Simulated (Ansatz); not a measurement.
# Se (Se6): the cost of one run

Computed with Ansatz 0.2.0 (DFT PBE+D3(BJ), scalar-relativistic, plane waves, PAW, unless a step's input says otherwise).

**1. The structure to begin with**

The structure is trigonal, space group R-3 (No. 148). The conventional cell has a = 11.362 Å, b = 11.362 Å, c = 4.429 Å, α = 90.00°, β = 90.00°, γ = 120.00°. Around Se (site symmetry 1) lie 2 Se at 2.36 Å.

Coordinates:

```
Se
1.0
     5.68100    3.27993    1.47633
    -5.68100    3.27993    1.47633
     0.00000   -6.55985    1.47633
Se
6
Cartesian
  0.6712 -4.5696 2.0098
  3.6218 2.8661 2.0098
  -4.2930 1.7035 2.0098
  -0.6712 4.5696 2.4192
  -3.6218 -2.8661 2.4192
  4.2930 -1.7035 2.4192
```

The structure comes from the Crystallography Open Database.

(A quick probe on a coarse mesh, which set the mesh and smearing, is not shown.)

**3. Full relaxation**

input.yaml reads:

```yaml
crystal:
  lattice:
    - [5.681, 3.2799268793, 1.4763333333]
    - [-5.681, 3.2799268793, 1.4763333333]
    - [0.0, -6.5598537585, 1.4763333333]
  atoms:
    - { symbol: Se, position: [0.28066, 0.16251, 0.91818] }
    - { symbol: Se, position: [0.91818, 0.28066, 0.16251] }
    - { symbol: Se, position: [0.16251, 0.91818, 0.28066] }
    - { symbol: Se, position: [0.71934, 0.83749, 0.08182] }
    - { symbol: Se, position: [0.08182, 0.71934, 0.83749] }
    - { symbol: Se, position: [0.83749, 0.08182, 0.71934] }
basis:
  ecutwfc: 420
kpoints:
  mp_grid: { grid: [6, 6, 6] }
hamiltonian:
  xc: pbe
  dispersion: d3bj
scf:
  occupations: { method: gaussian, width: 0.02 }
output:
  forces: true
  stress: true
  eigenvalues: true
  write_density: true
  write_potential: true
  elf: true
  volumetric_format: npy
relax:
  adjacent_minimum: "off"
  f_tol: 0.02
  max_steps: 70
  cell: { stress_tol: 0.03 }
```

The run is started by

```bash
$ ansatz run input.yaml --threads 2 --pin off --max-ram 5120MiB --backend cpu --events-out ev --progress --plain --runs-dir out
```

Q: Estimate wall time and peak memory on 2 threads of Arm Neoverse V1, shared host.

About 99 s, with a peak of 0.62 GiB.
